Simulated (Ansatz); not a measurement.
Runs of Ansatz 0.2.0 on Ni2H. It takes space group P-3m1 (No. 164, trigonal). The conventional cell has a = 2.643 Å, b = 2.643 Å, c = 4.308 Å, α = 90.00°, β = 90.00°, γ = 120.00°. Ni (site symmetry 3m) has 3 H at 1.83 Å as nearest neighbours. H (site symmetry -3m) has 6 Ni at 1.83 Å as nearest neighbours. 

| level | U | hubbard projectors | double counting | gap on the mesh (eV) | pressure (GPa) | moment (μB) | largest force (eV/Å) |
| --- | --- | --- | --- | --- | --- | --- | --- |
| LDA | - | - | - | none | -23.1 | 0.18 | (c) |
| LDA+U | Ni d U = 1 eV | ortho-atomic (the default) | fll (the default) | none | -23.3 | (a) | (d) |
| LDA+U | Ni d U = 6 eV | ortho-atomic (the default) | fll (the default) | none | -1.9 | 1.71 | 1.14 |
| LDA+U | Ni d U = 3 eV | ortho-atomic (the default) | fll (the default) | none | -23.4 | 0.17 | 0.80 |
| LDA+U | Ni d U = 2 eV | ortho-atomic (the default) | fll (the default) | none | -23.4 | 0.20 | (b) |

Alike in all rows: task projected density of states; potentials or basis Ansatz PAW; spin collinear, ferromagnetic start; cell as given; k mesh 11 × 11 × 6; cutoff (eV) 420; smearing fermi-dirac 0.05 eV.

Question: Estimate the missing entries.

Answer: (a) 0.21; (b) 0.84; (c) 0.92; (d) 0.88.

Caveats: the PAW data sets come from PBE, with cores solved anew for the run's functional, which leaves a small shift of forces and pressure; the magnetic or orbital state may not be the lowest (some runs); the U is typed as a test and isn't derived for this compound (some runs); the starting moments weren't kept (some runs); forces of over 1 eV/Å show positions far from the minimum, so gaps and moduli don't describe the material at rest (some runs).

A gap of «none» marks a metal or a gap under the smearing width.

Runs at the PBE level aren't shown here.
